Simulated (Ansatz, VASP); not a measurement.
Two plane-wave programs on TaSi3

```
Ta Si
1.0
     2.81882    0.00000    0.00000
     0.00000    2.81882    0.00000
     0.00000    0.00000    7.55192
Ta Si
1 3
Direct
  0.00000 0.00000 0.00000
  0.50000 0.50000 0.74182
  0.00000 0.00000 0.50000
  0.50000 0.50000 0.25818
```

Change from the starting cell: species swapped into the TlIn3 type (P4/mmm, No. 123).

Alike in both runs: functional PBE; k mesh 6 × 6 × 2; occupations gaussian, width 0.1 eV; no spin polarisation.

Ansatz relaxed the structure, and its values are those at the end. VASP's run is a single point on that final structure, the one shown.

|  | VASP | Ansatz |
| --- | --- | --- |
| version | VASP 6.6.1 | Ansatz 0.2.0 |
| potentials or method | VASP PAW PBE potentials, release 64 (Ta_pv, Si) | scalar-relativistic, plane waves, PAW |
| plane-wave cutoff (eV) | 520 | 420 |
| valence electrons in the cell | 23 | 25 |

Ansatz gave:

- gap on the k mesh at the Fermi level (eV): none
- pressure (GPa): -0.1

What did VASP give for the same quantities?

gap on the k mesh at the Fermi level (eV): none; pressure (GPa): 0.0.

A gap of «none» marks a metal or a gap that the smearing closes. With one functional, cell and mesh, what is left measures potentials, basis and numerics. The two sets of potentials don't hold the same shells in valence.

Caveats: the k mesh is coarse (spacing up to 0.42 Å⁻¹), so the values aren't converged. The runs have no spin-orbit coupling, so splittings on Ta are missing.
